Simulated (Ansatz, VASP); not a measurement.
# Ge in VASP and in Ansatz

INCAR

```
SYSTEM = Ge
ALGO     = Normal         ! electronic algorithm
EDIFF    = 1E-6           ! SCF threshold, eV
ENCUT    = 520            ! plane-wave cutoff, eV
GGA      = PE             ! functional
ISIF     = 2              ! what is computed and relaxed
ISMEAR   = 0              ! smearing method
IVDW     = 12             ! dispersion correction
LASPH    = .TRUE.         ! aspherical terms in the spheres
LCHARG   = .FALSE.        ! write CHGCAR
LREAL    = .FALSE.        ! projectors in reciprocal space
LWAVE    = .FALSE.        ! write WAVECAR
NBANDS   = 21             ! bands
NELM     = 60             ! most SCF steps
PREC     = Accurate       ! precision mode
SIGMA    = 0.01           ! smearing width, eV
```

KPOINTS

```
k-points
0
G
  6 6 6
  0 0 0
```

The input POSCAR:

```
Ge
1.0
    0.0000000000      2.7513662564      2.7513662564
    2.7513662564      0.0000000000      2.7513662564
    2.7513662564      2.7513662564      0.0000000000
Ge
2
Direct
    0.0000000000      0.0000000000      0.0000000000
    0.2500000000      0.2500000000      0.2500000000
```

Input for Ansatz:

```yaml
crystal:
  lattice:
    - [0.0, 2.751366256378784, 2.751366256378784]
    - [2.751366256378784, 0.0, 2.751366256378784]
    - [2.751366256378784, 2.751366256378784, 0.0]
  atoms:
    - { symbol: Ge, position: [0.0, 0.0, 0.0] }
    - { symbol: Ge, position: [0.25, 0.25, 0.25] }
basis:
  ecutwfc: 470.0
kpoints:
  mp_grid:
    grid: [6, 6, 6]
hamiltonian:
  xc: pbe
  dispersion: d3bj
scf:
  self_checks: low
  occupations:
    method: fixed
```

Alike in both runs: task single point; functional PBE; dispersion D3(BJ); k mesh 6 × 6 × 6; no spin polarisation.

```csv
,VASP,Ansatz
version,VASP 6.6.1,Ansatz 0.2.0
potentials or method,"VASP PAW PBE potentials, release 64 (Ge_d)","plane waves, PAW"
plane-wave cutoff (eV),520,470
occupations,"gaussian, width 0.01 eV",fixed
valence electrons in the cell,28,28
```

```csv
,VASP,Ansatz,Ansatz less VASP
dispersion energy (meV/atom),-323.8,-323.9,-0.08
```
